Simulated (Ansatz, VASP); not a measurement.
# One calculation of Ru, two programs

```
Ru
1.0
     2.65769    0.00000    0.00000
    -1.32885    2.30163    0.00000
     0.00000    0.00000    2.46002
Ru
1
Cartesian
  0.0000 0.0000 0.0000
```

Alike in both runs: functional PBE; k mesh 17 × 17 × 16; occupations fermi-dirac, width 0.05 eV; no spin polarisation.

Ansatz relaxed the structure, and its values are those at the end. VASP's run is a single point on that final structure, the one shown.

|  | VASP | Ansatz |
| --- | --- | --- |
| version | VASP 6.6.1 | Ansatz 0.2.0 |
| potentials or method | VASP PAW PBE potentials, release 64 (Ru_pv), cutoff 520 eV | all-electron LAPW, scalar-relativistic |

VASP gave:

- pressure (GPa): -0.2

Problem. Estimate Ansatz's values.

Solution. Pressure (GPa): -0.3.

Ansatz ran all-electron here, so the differences hold the error of VASP's frozen core and of both bases.
